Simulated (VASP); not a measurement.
# Mn (Fm-3m) in VASP: single point with r2SCAN

Aim: the single point of Mn with r2SCAN.

All numbers are computed with VASP 6.6.1; they aren't measurements. Logs are shortened: lines on timing, memory, paths and dates and some standing lists are left out, and cuts for length are marked.

### Step 1. The cell of the first run

Symmetry: Fm-3m, No. 225, cubic system. The conventional cell has a = 3.859 Å, b = 3.859 Å, c = 3.859 Å, α = 90.00°, β = 90.00°, γ = 90.00°. Mn (site symmetry m-3m) is surrounded by 12 Mn at 2.73 Å.

This isn't the form of Mn at room conditions, which is a 58-atom cubic cell.

### Step 2. Single point, r2SCAN, collinear spin, typed start (Cu replaced by Mn, lengths x 1.032, strained and moved within the space group)

File POSCAR:

```
Mn
1.0
    0.0000000000      1.9292610051      1.9292610051
    1.9292610051      0.0000000000      1.9292610051
    1.9292610051      1.9292610051      0.0000000000
Mn
1
Direct
    0.0000000000      0.0000000000      0.0000000000
```

File INCAR.step1:

```
ALGO = Normal
EDIFF = 1E-4
ENCUT = 520
GGA = PE
ISMEAR = 0
ISPIN = 2
LASPH = T
LCHARG = F
LMAXMIX = 4
LREAL = F
LWAVE = T
MAGMOM = 4
NBANDS = 16
NELM = 150
PREC = Accurate
SIGMA = 0.1
```

File INCAR.step2:

```
ALGO = Normal
EDIFF = 1E-7
ENCUT = 520
ISIF = 2
ISMEAR = 0
ISPIN = 2
ISTART = 1
LASPH = T
LCHARG = F
LMAXMIX = 4
LMIXTAU = T
LORBIT = 11
LREAL = F
LWAVE = F
MAGMOM = 4
METAGGA = R2SCAN
NBANDS = 16
NELM = 150
PREC = Accurate
SIGMA = 0.1
```

File KPOINTS:

```
k-points
0
Gamma
  8 8 8
```

Potentials or basis: VASP PAW PBE potentials, release 64 (Mn_pv).

The run is started by

```sh
cat potpaw_PBE.64/Mn_pv/POTCAR > POTCAR
cp INCAR.step1 INCAR
mpirun -np 1 vasp_std > vasp.out
cp INCAR.step2 INCAR
mpirun -np 1 vasp_std > vasp.out
```

OUTCAR:

```text
EDIFF = 1E-7
   ENCUT = 520
   ISIF = 2
   ISMEAR = 0
   ISPIN = 2
   ISTART = 1
   LASPH = T
   LORBIT = 11
   LREAL = F
   METAGGA = R2SCAN
   NELM = 150
   PREC = Accurate

 ion  position               nearest neighbor table
   1  0.000  0.000  0.000-

  LATTYP: Found a face centered cubic cell.
 ALAT       =     3.8585220102

  Lattice vectors:

 A1 = (   0.0000000000,   1.9292610051,   1.9292610051)
 A2 = (   1.9292610051,   0.0000000000,   1.9292610051)
 A3 = (   1.9292610051,   1.9292610051,   0.0000000000)

Analysis of symmetry for initial positions (statically):
=====================================================================
 Subroutine PRICEL returns:
 Original cell was already a primitive cell.

 Routine SETGRP: Setting up the symmetry group for a
 face centered cubic supercell.

 Subroutine GETGRP returns: Found 48 space group operations
 (whereof 48 operations were pure point group operations)
 out of a pool of 48 trial point group operations.

The static configuration has the point symmetry O_h .

Analysis of symmetry for dynamics (positions and initial velocities):
=====================================================================
 Subroutine PRICEL returns:
 Original cell was already a primitive cell.

 Routine SETGRP: Setting up the symmetry group for a
 face centered cubic supercell.

 Subroutine GETGRP returns: Found 48 space group operations
 (whereof 48 operations were pure point group operations)
 out of a pool of 48 trial point group operations.

The dynamic configuration has the point symmetry O_h .

Analysis of structural, dynamic, and magnetic symmetry:
=====================================================================
 Subroutine PRICEL returns:
 Original cell was already a primitive cell.

 Routine SETGRP: Setting up the symmetry group for a
 face centered cubic supercell.

 Subroutine GETGRP returns: Found 48 space group operations
 (whereof 48 operations were pure point group operations)
 out of a pool of 48 trial point group operations.

The overall configuration has the point symmetry O_h .

 Subroutine INISYM returns: Found 48 space group operations
 (whereof 48 operations are pure point group operations),
 and found     1 'primitive' translations

----------------------------------------------------------------------------------------

                                     Primitive cell

  volume of cell :      14.3616

  direct lattice vectors                    reciprocal lattice vectors
     0.000000000  1.929261005  1.929261005    -0.259166592  0.259166592  0.259166592
[... 101 lines left out ...]
   IALGO  =     38    algorithm
   IMIX   =      4    mixing-type and parameters
     AMIX     =   0.40;   BMIX     =  1.00
     AMIX_MAG =   1.60;   BMIX_MAG =  1.00
  volume/ion in A,a.u.               =      14.36        96.92
  Fermi-wavevector in a.u.,A,eV,Ry     =   1.583635  2.992635 34.122028  2.507898
  Thomas-Fermi vector in A             =   2.683375
   LORBIT       =     11    0 simple, 1 ext, 2 COOP (PROOUT), +10 PAW based schemes
   METAGGA = R2SCAN    functional components
   LHFCALC =     F    Hartree Fock is set to
   AEXX    =    0.0000 exact exchange contribution
   IVDW    =     0    specifies the selected vdW correction
   LEPSILON=     F    determine dielectric tensor
   LRPA    =     F    only Hartree local field effects (RPA)
 spin polarized calculation
 Gauss-broadening in eV      SIGMA  =   0.10
  energy-cutoff  :      520.00
  volume of cell :       14.36
 maximum number of plane-waves:       396
   NGX = 11   NGY = 11   NGZ = 11

 number of electron      13.0000011 magnetization       3.6992068

 Free energy of the ion-electron system (eV)
  ---------------------------------------------------
  ext. energy  EPLUGINS =         0.00000000
  ---------------------------------------------------
  free energy    TOTEN  =       -14.56976558 eV

  energy without entropy =      -14.56595490  energy(sigma->0) =      -14.56786024

 E-fermi :   7.5291     XC(G=0): -13.3213

 val. band max:        7.4385679365   @ k =   0.3750   0.2500   0.0000
 cond. band min:       7.5436205930   @ k =  -0.2500   0.3750   0.1250
 fundamental gap:      0.1050526565
 Fermi energy:         7.5290687253

 spin component 1

 k-point     1 :       0.0000    0.0000    0.0000
  band No.  band energies     occupation
      1     -43.9196      1.00000
      2     -43.9196      1.00000
      3     -43.9195      1.00000
      4      -0.7100      1.00000
      5       4.8976      1.00000
      6       4.8976      1.00000
[... 435 lines left out ...]
      5       4.1242      1.00000
      6       4.8531      1.00000
[... 8 lines left out ...]
     15      33.2482      0.00000
     16      38.5848      0.00000

 [... further k-points ...]

 spin component 2

 k-point     1 :       0.0000    0.0000    0.0000
  band No.  band energies     occupation
      1     -38.7600      1.00000
      2     -38.7600      1.00000
      3     -38.7595      1.00000
      4      -0.4925      1.00000
      5       9.3889      0.00000
      6       9.3890      0.00000
[... 435 lines left out ...]
      5       6.6437      1.00000
      6       8.4929      0.00000
[... 8 lines left out ...]
     15      40.3962      0.00000
     16      41.0806      0.00000

 [... further k-points ...]

------------------------ aborting loop because EDIFF is reached ----------------------------------------

  FORCE on cell =-STRESS in cart. coord.  units (eV):
  Direction    XX          YY          ZZ          XY          YZ          ZX
  --------------------------------------------------------------------------------------
  -------------------------------------------------------------------------------------
  Total        0.5347237      0.5347237      0.5347237     -0.0000000     -0.0000000      0.0000000
  in kB       59.6536544     59.6536544     59.6536544     -0.0000000     -0.0000000      0.0000000
  external PRESSURE =      59.6536544 kB  Pullay stress =       0.0000000 kB

 VOLUME and BASIS-vectors are now :
 -----------------------------------------------------------------------------
  energy-cutoff  :      520.00
  volume of cell :       14.36
      direct lattice vectors                 reciprocal lattice vectors
     0.000000000  1.929261005  1.929261005    -0.259166592  0.259166592  0.259166592
     1.929261005  0.000000000  1.929261005     0.259166592 -0.259166592  0.259166592
     1.929261005  1.929261005  0.000000000     0.259166592  0.259166592 -0.259166592

 POSITION                                       TOTAL-FORCE (eV/Angst)
 -----------------------------------------------------------------------------------
      0.00000      0.00000      0.00000        -0.000000      0.000000      0.000000
 -----------------------------------------------------------------------------------
    total drift:                                0.000000      0.000000      0.000000

  FREE ENERGIE OF THE ION-ELECTRON SYSTEM (eV)
  ---------------------------------------------------
  free  energy   TOTEN  =       -14.5697655751 eV

  energy  without entropy=      -14.5659548970  energy(sigma->0) =      -14.56786024

 total charge

# of ion       s       p       d       tot
------------------------------------------
    1        0.372   6.255   4.979  11.607

 magnetization (x)

# of ion       s       p       d       tot
------------------------------------------
    1       -0.017  -0.006   3.656   3.633
```

OUTCAR.step1:

```text
EDIFF = 1E-4
   ENCUT = 520
   GGA = PE
   ISMEAR = 0
   ISPIN = 2
[... 1149 lines left out ...]

 POSITION                                       TOTAL-FORCE (eV/Angst)
 -----------------------------------------------------------------------------------
      0.00000      0.00000      0.00000         0.000000     -0.000000      0.000000
 -----------------------------------------------------------------------------------
    total drift:                                0.000000      0.000000      0.000000

  FREE ENERGIE OF THE ION-ELECTRON SYSTEM (eV)
  ---------------------------------------------------
  free  energy   TOTEN  =        -8.4117686484 eV

  energy  without entropy=       -8.3999734996  energy(sigma->0) =       -8.40587107
```

OSZICAR.step1:

```text
N       E                     dE             d eps       ncg     rms          rms(c)
DAV:   1     0.884399048495E+02    0.88440E+02   -0.73457E+03  1880   0.101E+03
DAV:   2    -0.709462842354E+01   -0.95535E+02   -0.90074E+02  2016   0.265E+02
DAV:   3    -0.912252101797E+01   -0.20279E+01   -0.20235E+01  2176   0.418E+01
DAV:   4    -0.913277162886E+01   -0.10251E-01   -0.10250E-01  2312   0.293E+00
DAV:   5    -0.913287496500E+01   -0.10334E-03   -0.10334E-03  2136   0.284E-01    0.120E+01
DAV:   6    -0.839528399271E+01    0.73759E+00   -0.22899E+00  2232   0.267E+01    0.452E+00
DAV:   7    -0.841259304133E+01   -0.17309E-01   -0.18767E-01  2248   0.564E+00    0.241E+00
DAV:   8    -0.841571314616E+01   -0.31201E-02   -0.57388E-03  2248   0.858E-01    0.724E-01
DAV:   9    -0.841163152378E+01    0.40816E-02   -0.16826E-03  2496   0.534E-01    0.162E-01
DAV:  10    -0.841173976231E+01   -0.10824E-03   -0.58459E-04  2096   0.287E-01    0.524E-02
DAV:  11    -0.841176864843E+01   -0.28886E-04   -0.26628E-05  1376   0.535E-02
   1 F= -.84117686E+01 E0= -.84058711E+01  d E =-.117951E-01  mag=     2.3187
```

It took 30 s on 1 thread of Intel Xeon 6975P-C (Granite Rapids), shared host; peak memory 0.13 GiB.

Results:

| Item | Value |
| --- | --- |
| Free energy | -14.5698 eV |
| Pressure | 6.0 GPa |
| Band gap on the k mesh | none (metal or under the smearing width) |
| Net moment | 3.70 μB per cell |
| Site moments | Mn +3.63 μB |
| Valence electrons inside the program's atomic spheres | Mn 11.61 |

Levels at points of the mesh, in eV from the Fermi level:
Spin up:
| k point | band 5 | band 6 | band 7 | band 8 | band 9 | band 10 | band 11 | band 12 |
| --- | --- | --- | --- | --- | --- | --- | --- | --- |
| (0.00, 0.00, 0.00) | -2.63 | -2.63 | -2.63 | -1.64 | -1.64 | 19.06 | 23.03 | 23.03 |
| (0.50, 0.00, 0.00) | -2.74 | -2.74 | -0.82 | -0.82 | -0.52 | 4.99 | 18.21 | 20.82 |
| (0.50, 0.50, 0.00) | -4.41 | -0.91 | -0.58 | -0.58 | 1.70 | 8.14 | 12.31 | 12.31 |
Spin down:
| k point | band 2 | band 3 | band 4 | band 5 | band 6 | band 7 | band 8 | band 9 |
| --- | --- | --- | --- | --- | --- | --- | --- | --- |
| (0.00, 0.00, 0.00) | -46.29 | -46.29 | -8.02 | 1.86 | 1.86 | 1.86 | 3.50 | 3.50 |
| (0.50, 0.00, 0.00) | -46.34 | -46.33 | -2.40 | -0.44 | 1.81 | 1.81 | 4.29 | 4.29 |
| (0.50, 0.50, 0.00) | -46.41 | -46.41 | -2.15 | -0.84 | 2.36 | 4.39 | 4.44 | 4.44 |

Caveat: the PAW data sets were made with another functional, which shifts forces and pressure a little.
